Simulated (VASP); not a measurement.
# Nb (P6_3/mmc) in VASP: further runs, part 2 of 2

VASP 6.6.1. Earlier steps stand in the parts before.

## Step 5: Relaxation of cell and atoms, PBEsol

INCAR reads:

```
SYSTEM = Nb
ALGO = Normal ; EDIFF = 1E-7
EDIFFG = -0.005 ; ENCUT = 580
GGA = PS ; IBRION = 2
ISIF = 3 ; ISMEAR = 0
LASPH = .True. ; LCHARG = .False.
LREAL = .False. ; LWAVE = .False.
NELM = 60 ; NSW = 90
PREC = Accurate ; SIGMA = 0.1
```

KPOINTS reads:

```
k-points
0
Gamma
  18 18 10
  0 0 0
```

POSCAR reads:

```
Nb
1.0
    2.9416827500      0.0000000000      0.0000000000
   -1.4708413800      2.5475719900      0.0000000000
    0.0000000000      0.0000000000      4.8037679400
Nb
2
Direct
    0.3333333300      0.6666666700      0.2500000000
    0.6666666700      0.3333333300      0.7500000000
```

Potentials or basis: VASP PAW PBE potentials, release 64 (Nb_pv).

On the command line:

```sh
cat potpaw_PBE.64/Nb_pv/POTCAR > POTCAR
mpirun -np 1 vasp_std > vasp.out
```

Run time: 4.6 min. Hardware: 1 thread of Intel Xeon 6975P-C (Granite Rapids), shared host; peak memory 0.27 GiB.

Results (log left out):

* Free energy: -21.0273 eV
* Relaxed volume: 18.25 Å³/atom
* Relaxed cell: a = 2.848 Å, b = 2.848 Å, c = 5.195 Å, α = 90.00°, β = 90.00°, γ = 120.00°
* Space group after relaxing (to 0.05 Å): P6_3/mmc (No. 194)
* Energy gained by relaxing: 57.1 meV/atom
* Ionic steps: 9
* Pressure after relaxing: 0.0 GPa
* Band gap on the k mesh: none (metal or under the smearing width)

The path:
| step | energy change (eV) | largest force (eV/Å) | pressure (GPa) | volume (Å³) |
| --- | --- | --- | --- | --- |
| 1 | 0.0000 | 0.0000 | 2.39 | 36.00 |
| 2 | -0.0551 | 0.0000 | -4.28 | 37.39 |
| 3 | -0.0579 | 0.0000 | -5.74 | 37.74 |
| 4 | -0.0819 | 0.0000 | -5.35 | 37.65 |
| 5 | -0.0997 | 0.0000 | -4.56 | 37.51 |
| 6 | -0.1007 | 0.0000 | -4.27 | 37.47 |
| 7 | -0.1117 | 0.0000 | -1.90 | 36.92 |
| 8 | -0.1143 | 0.0000 | -0.06 | 36.52 |
| 9 | -0.1143 | 0.0000 | 0.03 | 36.50 |

Final structure:
```
CELL_PARAMETERS angstrom
2.84839 0.00000 0.00000
-1.42419 2.46678 0.00000
0.00000 0.00000 5.19502
ATOMIC_POSITIONS crystal
Nb 0.33333 0.66667 0.25000
Nb 0.66667 0.33333 0.75000
```

Levels at points of the mesh, in eV from the Fermi level:
| k point | band 7 | band 8 | band 9 | band 10 | band 11 | band 12 | band 13 | band 14 | band 15 |
| --- | --- | --- | --- | --- | --- | --- | --- | --- | --- |
| (0.00, 0.00, 0.00) | -6.30 | -3.99 | -1.03 | 0.29 | 0.29 | 0.50 | 0.75 | 0.75 | 2.59 |
| (0.50, 0.00, 0.00) | -3.76 | -3.40 | -3.38 | -0.56 | 0.29 | 0.37 | 0.68 | 4.54 | 5.61 |
| (0.00, 0.00, 0.50) | -4.69 | -4.69 | -1.28 | -1.28 | 0.34 | 0.34 | 0.34 | 0.34 | 3.72 |
| (0.50, 0.00, 0.50) | -3.93 | -3.93 | -2.48 | -2.48 | 2.15 | 2.15 | 2.22 | 2.22 | 5.10 |

Caveat: the PAW data sets were made with another functional, which shifts forces and pressure a little.

## Step 6: Relaxation of cell and atoms, RPBE

INCAR: that of step 5 with these lines changed.

```diff
@@ -2,4 +2,4 @@
 ALGO = Normal ; EDIFF = 1E-7
-EDIFFG = -0.005 ; ENCUT = 580
-GGA = PS ; IBRION = 2
+EDIFFG = -0.005 ; ENCUT = 600
+GGA = RP ; IBRION = 2
 ISIF = 3 ; ISMEAR = 0
```

KPOINTS is that of step 5.

POSCAR is that of step 5.

Potentials or basis: VASP PAW PBE potentials, release 64 (Nb_sv).

On the command line:

```sh
cat potpaw_PBE.64/Nb_sv/POTCAR > POTCAR
mpirun -np 1 vasp_std > vasp.out
```

OUTCAR:

```text
SYSTEM = Nb
   EDIFF = 1E-7
   EDIFFG = -0.005
   ENCUT = 600
   GGA = RP
   IBRION = 2
   ISIF = 3
   ISMEAR = 0
   LASPH = .True.
   LREAL = .False.
   NELM = 60
   NSW = 90
   PREC = Accurate

 ion  position               nearest neighbor table
   1  0.333  0.667  0.250-   2 2.94   2 2.94   2 2.94   2 2.94   2 2.94   2 2.94
   2  0.667  0.333  0.750-   1 2.94   1 2.94   1 2.94   1 2.94   1 2.94   1 2.94

  LATTYP: Found a hexagonal cell.
 ALAT       =     2.9416827500
 C/A-ratio  =     1.6330000031

  Lattice vectors:

 A1 = (   2.9416827500,   0.0000000000,   0.0000000000)
 A2 = (  -1.4708413800,   2.5475719900,   0.0000000000)
 A3 = (   0.0000000000,   0.0000000000,   4.8037679400)

Analysis of symmetry for initial positions (statically):
=====================================================================
 Subroutine PRICEL returns:
 Original cell was already a primitive cell.

 Routine SETGRP: Setting up the symmetry group for a
 hexagonal supercell.

 Subroutine GETGRP returns: Found 24 space group operations
 (whereof 12 operations were pure point group operations)
 out of a pool of 24 trial point group operations.

The static configuration has the point symmetry D_3d.
 The point group associated with its full space group is D_6h.

Analysis of symmetry for dynamics (positions and initial velocities):
=====================================================================
 Subroutine PRICEL returns:
 Original cell was already a primitive cell.

 Routine SETGRP: Setting up the symmetry group for a
 hexagonal supercell.

 Subroutine GETGRP returns: Found 24 space group operations
 (whereof 12 operations were pure point group operations)
 out of a pool of 24 trial point group operations.

The dynamic configuration has the point symmetry D_3d.
 The point group associated with its full space group is D_6h.
[... 136 lines left out ...]
 NGX is ok and might be reduce to    24
   NGX = 11   NGY = 11   NGZ = 19

--------------------------------------- Ionic step        1  -------------------------------------------

 number of electron      26.0000000 magnetization

 Free energy of the ion-electron system (eV)
  ---------------------------------------------------
  ext. energy  EPLUGINS =         0.00000000
  ---------------------------------------------------
  free energy    TOTEN  =       -18.67373163 eV

  energy without entropy =      -18.65794775  energy(sigma->0) =      -18.66583969

------------------------ aborting loop because EDIFF is reached ----------------------------------------

  FORCE on cell =-STRESS in cart. coord.  units (eV):
  Direction    XX          YY          ZZ          XY          YZ          ZX
  --------------------------------------------------------------------------------------
  -------------------------------------------------------------------------------------
  Total        1.3060897      1.3060897      3.3287753     -0.0000000      0.0000000      0.0000000
  in kB       58.1271810     58.1271810    148.1462799     -0.0000001      0.0000000      0.0000000
  external PRESSURE =      88.1335473 kB  Pullay stress =       0.0000000 kB
[... 23 lines left out ...]
--------------------------------------- Ionic step        2  -------------------------------------------

 number of electron      25.9999999 magnetization

 E-fermi :   9.7898     XC(G=0): -11.7239

 val. band max:        9.7882763994   @ k =   0.2222   0.2222   0.2000
 cond. band min:       9.7928863002   @ k =   0.3889   0.2222   0.2000
 fundamental gap:      0.0046099008
 Fermi energy:         9.7898256993

 k-point     1 :       0.0000    0.0000    0.0000
  band No.  band energies     occupation
      1     -45.1583      2.00000
      2     -45.0528      2.00000
      3     -21.5211      2.00000
      4     -20.7628      2.00000
      5     -20.7628      2.00000
      6     -20.7505      2.00000
[... 536 lines left out ...]
  FREE ENERGIE OF THE ION-ELECTRON SYSTEM (eV)
  ---------------------------------------------------
  free  energy   TOTEN  =       -18.7509920206 eV

  energy  without entropy=      -18.7354764848  energy(sigma->0) =      -18.74323425

[... ionic steps 4 to 9 ...]

--------------------------------------- Ionic step       10  -------------------------------------------

 number of electron      26.0000002 magnetization

------------------------ aborting loop because EDIFF is reached ----------------------------------------
[... 67 lines left out ...]
--------------------------------------- Ionic step       12  -------------------------------------------

 number of electron      26.0000002 magnetization

 Free energy of the ion-electron system (eV)
  ---------------------------------------------------
  ext. energy  EPLUGINS =         0.00000000
  ---------------------------------------------------
  free energy    TOTEN  =       -18.83267066 eV

  energy without entropy =      -18.81839055  energy(sigma->0) =      -18.82553061

 E-fermi :  10.9243     XC(G=0): -12.1552

 val. band max:       10.9240565966   @ k =   0.1111   0.0000   0.1000
 cond. band min:      10.9244290994   @ k =   0.2222   0.2222   0.1000
 fundamental gap:      0.0003725027
 Fermi energy:        10.9243431587

 k-point     1 :       0.0000    0.0000    0.0000
  band No.  band energies     occupation
      1     -43.8744      2.00000
      2     -43.7589      2.00000
      3     -20.3304      2.00000
      4     -19.4581      2.00000
      5     -19.2370      2.00000
      6     -19.2370      2.00000
[... 500 lines left out ...]
  FREE ENERGIE OF THE ION-ELECTRON SYSTEM (eV)
  ---------------------------------------------------
  free  energy   TOTEN  =       -18.8326706603 eV

  energy  without entropy=      -18.8183905513  energy(sigma->0) =      -18.82553061

 reached required accuracy - stopping structural energy minimisation
```

CONTCAR:

```text
Nb
   1.00000000000000
     2.8834352351009516    0.0000000001225019   -0.0000000000000000
    -1.4417176223453825    2.4971281624144033    0.0000000000000000
    -0.0000000000000000    0.0000000000000000    5.2637984247790204
  Nb
     2
Direct
     0.3333333300000021    0.6666666699999979    0.2500000000000000
     0.6666666699999979    0.3333333300000021    0.7500000000000000

  0.00000000E+00  0.00000000E+00  0.00000000E+00
  0.00000000E+00  0.00000000E+00  0.00000000E+00
```

Wall time 7.1 min (1 thread of Intel Xeon 6975P-C (Granite Rapids), shared host); peak memory 0.27 GiB.

Results:

```
Free energy                            : -18.8327 eV
Relaxed volume                         : 18.95 Å³/atom
Relaxed cell                           : a = 2.883 Å, b = 2.883 Å, c = 5.264 Å, α = 90.00°, β = 90.00°, γ = 120.00°
Space group after relaxing (to 0.05 Å) : P6_3/mmc (No. 194)
Energy gained by relaxing              : 79.5 meV/atom
Ionic steps                            : 12
Pressure after relaxing                : 0.0 GPa
Band gap on the k mesh                 : none (metal or under the smearing width)
```

The path:
```tsv
step	energy change (eV)	largest force (eV/Å)	pressure (GPa)	volume (Å³)
1	0.0000	0.0000	8.81	36.00
2	0.0243	0.0000	-11.75	41.38
3	-0.0773	0.0000	-2.11	38.41
4	-0.1426	0.0000	-2.31	38.45
5	-0.1551	0.0000	-2.14	38.44
6	-0.1555	0.0000	-2.07	38.43
7	-0.1496	0.0000	3.62	37.07
8	-0.1589	0.0000	-0.01	37.91
9	-0.1589	0.0000	0.03	37.90
10	-0.1589	0.0000	-0.05	37.92
11	-0.1589	0.0000	-0.04	37.92
12	-0.1589	0.0000	0.02	37.90
```

Final structure:
```cif
data_structure
_symmetry_space_group_name_H-M 'P 1'
_symmetry_Int_Tables_number 1
_cell_length_a 2.8834
_cell_length_b 2.8834
_cell_length_c 5.2638
_cell_angle_alpha 90.000
_cell_angle_beta 90.000
_cell_angle_gamma 120.000
_cell_volume 37.90
loop_
_atom_site_label
_atom_site_type_symbol
_atom_site_fract_x
_atom_site_fract_y
_atom_site_fract_z
_atom_site_occupancy
Nb1 Nb 0.33333 0.66667 0.25000 1
Nb2 Nb 0.66667 0.33333 0.75000 1
```

Caveat: the PAW data sets were made with another functional, which shifts forces and pressure a little.

## Step 7: Summary

```tsv
task	level	potentials or basis	cell	k mesh	cutoff (eV)	mesh quality	gap on the mesh (eV)	pressure (GPa)	relaxed volume (Å³/atom)
relaxation of cell and atoms	PBEsol	VASP PAW PBE potentials, release 64 (Nb_sv)	relaxed	6 × 6 × 4	600	coarse	none	0.0	17.83
single point	PBEsol	VASP PAW PBE potentials, release 64 (Nb_sv)	as given	18 × 18 × 10	520	not flagged	none	-0.1	-
relaxation of cell and atoms	PBEsol	VASP PAW PBE potentials, release 64 (Nb_pv)	relaxed	18 × 18 × 10	580	not flagged	none	0.0	18.25
relaxation of cell and atoms	RPBE	VASP PAW PBE potentials, release 64 (Nb_sv)	relaxed	18 × 18 × 10	600	not flagged	none	0.0	18.95
```

Alike in all rows: no spin polarisation; smearing gaussian 0.1 eV.

Caveats: some runs use coarse meshes; the PAW data sets were made with another functional, which shifts forces and pressure a little.

Absolute energies hang on the potentials; compare differences alone.
